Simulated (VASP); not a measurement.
# TlCl (Pm-3m) in VASP: single point with PBEsol

Aim: the single point of TlCl with PBEsol.

All numbers are computed with VASP 6.6.1; they aren't measurements. Logs are shortened: lines on timing, memory, paths and dates and some standing lists are left out, and cuts for length are marked.

### Step 1. The structure

It takes space group Pm-3m (No. 221, cubic). The conventional cell has a = 3.834 Å, b = 3.834 Å, c = 3.834 Å, α = 90.00°, β = 90.00°, γ = 90.00°. Around Tl (site symmetry m-3m) lie 8 Cl at 3.32 Å. Cl (site symmetry m-3m) is surrounded by 8 Tl at 3.32 Å.

### Step 2. Single point, PBEsol

The input, INCAR:

```
SYSTEM = TlCl
  PREC = Accurate
  ENCUT = 520
  EDIFF = 1E-7
  ISMEAR = 0
  SIGMA = 0.1
  LREAL = .False.
  LASPH = .True.
  NELM = 100
  ALGO = Normal
  ISIF = 2
  LWAVE = .False.
  LCHARG = .True.
  GGA = PS
  LELF = .True.
  LVHAR = .True.
  NBANDS = 17
```

The input, KPOINTS:

```
regular mesh
0
Gamma
  6 6 6
  0 0 0
```

The input, POSCAR:

```
TlCl
1.0
    3.8340000000      0.0000000000      0.0000000000
    0.0000000000      3.8340000000      0.0000000000
    0.0000000000      0.0000000000      3.8340000000
Tl Cl
1 1
Direct
    0.0000000000      0.0000000000      0.0000000000
    0.5000000000      0.5000000000      0.5000000000
```

Potentials or basis: VASP PAW PBE potentials, release 64 (Tl_d, Cl).

Run with:

```sh
cat potpaw_PBE.64/Tl_d/POTCAR potpaw_PBE.64/Cl/POTCAR > POTCAR
mpirun -np 1 vasp_std > vasp.out
```

OUTCAR:

```text
SYSTEM = TlCl
   PREC = Accurate
   ENCUT = 520
   EDIFF = 1E-7
   ISMEAR = 0
   LREAL = .False.
   LASPH = .True.
   NELM = 100
   ISIF = 2
   GGA = PS

 ion  position               nearest neighbor table
   1  0.000  0.000  0.000-   2 3.32   2 3.32   2 3.32   2 3.32   2 3.32   2 3.32   2 3.32   2 3.32

   2  0.500  0.500  0.500-   1 3.32   1 3.32   1 3.32   1 3.32   1 3.32   1 3.32   1 3.32   1 3.32

  LATTYP: Found a simple cubic cell.
 ALAT       =     3.8340000000

  Lattice vectors:

 A1 = (   3.8340000000,   0.0000000000,   0.0000000000)
 A2 = (   0.0000000000,   3.8340000000,   0.0000000000)
 A3 = (   0.0000000000,   0.0000000000,   3.8340000000)

Analysis of symmetry for initial positions (statically):
=====================================================================
 Subroutine PRICEL returns:
 Original cell was already a primitive cell.

 Routine SETGRP: Setting up the symmetry group for a
 simple cubic supercell.

 Subroutine GETGRP returns: Found 48 space group operations
 (whereof 48 operations were pure point group operations)
 out of a pool of 48 trial point group operations.

The static configuration has the point symmetry O_h .

Analysis of symmetry for dynamics (positions and initial velocities):
=====================================================================
 Subroutine PRICEL returns:
 Original cell was already a primitive cell.

 Routine SETGRP: Setting up the symmetry group for a
 simple cubic supercell.

 Subroutine GETGRP returns: Found 48 space group operations
 (whereof 48 operations were pure point group operations)
 out of a pool of 48 trial point group operations.

The dynamic configuration has the point symmetry O_h .

 Subroutine INISYM returns: Found 48 space group operations
 (whereof 48 operations are pure point group operations),
 and found     1 'primitive' translations

----------------------------------------------------------------------------------------

                                     Primitive cell

  volume of cell :      56.3581

  direct lattice vectors                    reciprocal lattice vectors
     3.834000000  0.000000000  0.000000000     0.260824204  0.000000000  0.000000000
     0.000000000  3.834000000  0.000000000     0.000000000  0.260824204  0.000000000
     0.000000000  0.000000000  3.834000000     0.000000000  0.000000000  0.260824204

  length of vectors
     3.834000000  3.834000000  3.834000000     0.260824204  0.260824204  0.260824204

  position of ions in fractional coordinates (direct lattice)
[... 74 lines left out ...]
   EDIFF  = 0.1E-06   stopping-criterion for ELM
   LREAL  =      F    real-space projection
   EDIFFG = 0.1E-05   stopping-criterion for IOM
   NSW    =      0    number of steps for IOM
   IBRION =     -1    ionic relax: 0-MD 1-quasi-New 2-CG
   NFREE  =      0    steps in history (QN), initial steepest desc. (CG)
   ISIF   =      2    stress and relaxation
   ISYM   =      2    0-nonsym 1-usesym 2-fastsym
   POTIM  = 0.5000    time-step for ionic-motion
   TEBEG  =    0.0;   TEEND  =   0.0 temperature during run
   PSTRESS=    0.0 pullay stress
   NELECT =      20.0000    total number of electrons
   NUPDOWN=      -1.0000    fix difference up-down
   EMIN   =  10.00;   EMAX   =-10.00  energy-range for DOS
   EFERMI =   0.00;   METHOD = LEGACY
   ISMEAR =     0;   SIGMA  =   0.10  broadening in eV -4-tet -1-fermi 0-gaus
   EFERMI_NEDOS =   21; number of points for ismear=-14 and -15
   IALGO  =     38    algorithm
   IMIX   =      4    mixing-type and parameters
     AMIX     =   0.40;   BMIX     =  1.00
     AMIX_MAG =   1.60;   BMIX_MAG =  1.00
  volume/ion in A,a.u.               =      28.18       190.16
  Fermi-wavevector in a.u.,A,eV,Ry     =   1.159043  2.190273 18.277790  1.343380
  Thomas-Fermi vector in A             =   2.295639
   LORBIT       =      0    0 simple, 1 ext, 2 COOP (PROOUT), +10 PAW based schemes
   GGA     = PS    functional components
   LHFCALC =     F    Hartree Fock is set to
   AEXX    =    0.0000 exact exchange contribution
   IVDW    =     0    specifies the selected vdW correction
   LEPSILON=     F    determine dielectric tensor
   LRPA    =     F    only Hartree local field effects (RPA)
 non-spin polarized calculation
 Gauss-broadening in eV      SIGMA  =   0.10
  energy-cutoff  :      520.00
  volume of cell :       56.36
 maximum number of plane-waves:      1568
 NGX is ok and might be reduce to    30
   NGX = 15   NGY = 15   NGZ = 15

 number of electron      20.0000005 magnetization

 Free energy of the ion-electron system (eV)
  ---------------------------------------------------
  ext. energy  EPLUGINS =         0.00000000
  ---------------------------------------------------
  free energy    TOTEN  =        -6.45666761 eV

  energy without entropy =       -6.45666761  energy(sigma->0) =       -6.45666761

 E-fermi :   3.0752     XC(G=0):  -9.3683

 val. band max:        2.6005660947   @ k =   0.5000   0.0000   0.0000
 cond. band min:       4.5385326528   @ k =   0.5000   0.0000   0.0000
 fundamental gap:      1.9379665582
 Fermi energy:         3.0751761434

 k-point     1 :       0.0000    0.0000    0.0000
  band No.  band energies     occupation
      1     -11.1652      2.00000
      2      -7.3006      2.00000
      3      -7.3006      2.00000
      4      -7.0519      2.00000
      5      -7.0519      2.00000
      6      -7.0519      2.00000
[... 377 lines left out ...]
      4      -7.2399      2.00000
      5      -6.9784      2.00000
      6      -6.9784      2.00000
[... 9 lines left out ...]
     16      15.2675      0.00000
     17      19.5576      0.00000

------------------------ aborting loop because EDIFF is reached ----------------------------------------

  FORCE on cell =-STRESS in cart. coord.  units (eV):
  Direction    XX          YY          ZZ          XY          YZ          ZX
  --------------------------------------------------------------------------------------
  -------------------------------------------------------------------------------------
  Total       -0.4942144     -0.4942144     -0.4942144      0.0000000      0.0000000      0.0000000
  in kB      -14.0497855    -14.0497855    -14.0497855      0.0000000      0.0000000      0.0000000
  external PRESSURE =     -14.0497855 kB  Pullay stress =       0.0000000 kB

 VOLUME and BASIS-vectors are now :
 -----------------------------------------------------------------------------
  energy-cutoff  :      520.00
  volume of cell :       56.36
      direct lattice vectors                 reciprocal lattice vectors
     3.834000000  0.000000000  0.000000000     0.260824204  0.000000000  0.000000000
     0.000000000  3.834000000  0.000000000     0.000000000  0.260824204  0.000000000
     0.000000000  0.000000000  3.834000000     0.000000000  0.000000000  0.260824204

 POSITION                                       TOTAL-FORCE (eV/Angst)
 -----------------------------------------------------------------------------------
      0.00000      0.00000      0.00000         0.000000      0.000000      0.000000
      1.91700      1.91700      1.91700         0.000000      0.000000      0.000000
 -----------------------------------------------------------------------------------
    total drift:                                0.000000     -0.000000     -0.000000

  FREE ENERGIE OF THE ION-ELECTRON SYSTEM (eV)
  ---------------------------------------------------
  free  energy   TOTEN  =        -6.4566676066 eV

  energy  without entropy=       -6.4566676066  energy(sigma->0) =       -6.45666761
```

Wall time 15 s (1 thread of AMD EPYC 7R13 (Zen 3), shared host); peak memory 0.14 GiB.

What came out:

```
Free energy            : -6.4567 eV
Pressure               : -1.4 GPa
Band gap on the k mesh : 1.94 eV, direct
```

Caveat: the PAW data sets were made with another functional, which shifts forces and pressure a little; spin-orbit coupling is left out, which as a rule narrows the gap of such compounds by several tenths of an eV.
